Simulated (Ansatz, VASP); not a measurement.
# BaTiO3 in VASP and in Ansatz

```
Ba Ti O
1.0
     2.80979    1.62223    2.30010
    -2.80979    1.62223    2.30010
     0.00000   -3.24447    2.30010
Ba Ti O
1 1 3
Direct
  0.99895 0.99895 0.99895
  0.48892 0.48892 0.48892
  0.50888 0.50888 0.01356
  0.01356 0.50888 0.50888
  0.50888 0.01356 0.50888
```

Alike in both runs: functional PBE; k mesh 6 × 6 × 6; occupations gaussian, width 0.02 eV; no spin polarisation.

Ansatz relaxed the structure, and its values are those at the end. VASP's run is a single point on that final structure, the one shown.

```csv
,VASP,Ansatz
version,VASP 6.6.1,Ansatz 0.2.0
potentials or method,"VASP PAW PBE potentials, release 64 (Ba_sv, Ti_sv, O)","scalar-relativistic, plane waves, PAW"
plane-wave cutoff (eV),520,420
valence electrons in the cell,40,40
```

```csv
,VASP,Ansatz,Ansatz less VASP
gap on the k mesh at the Fermi level (eV),2.19,2.25,+0.060
least direct gap on the mesh (eV),2.48,2.50,+0.017
pressure (GPa),9.3,7.3,-1.94
rms of the force components (eV/Å),0.022,0.000,-0.0223
```

Caveats: spin-orbit coupling is left out, which moves the levels of the heavy elements. A k mesh can miss the band edges. A hybrid or GW would open this gap; PBE tends to underestimate it.
